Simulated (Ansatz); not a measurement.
Si (hcp): energy against volume

These are results of DFT, revPBE, plane waves (420 eV) with PAW, scalar-relativistic (Ansatz 0.2.0), not measurements. (PAW data from PBE, frozen cores regenerated.)

The cell is scaled uniformly from the relaxed one, with fractional coordinates and shape fixed. Energies are extrapolated to zero smearing, pressures are those at the given smearing. Magnetic state: spin not included.

A Birch-Murnaghan fit gives V₀ = 14.45 Å³/atom, B₀ = 85 GPa, B₀′ = 4.8.

(1) What are the energy above the minimum and the pressure at 13.359 Å³/atom?

(2) What are the energy above the minimum and the pressure at 15.683 Å³/atom?

(3) What are the energy above the minimum and the pressure at 16.264 Å³/atom?

Results:

(1) 25.5 meV/atom and 8.19 GPa as computed.

(2) 23.7 meV/atom and -5.66 GPa as computed.

(3) 48.1 meV/atom and -7.62 GPa as computed.
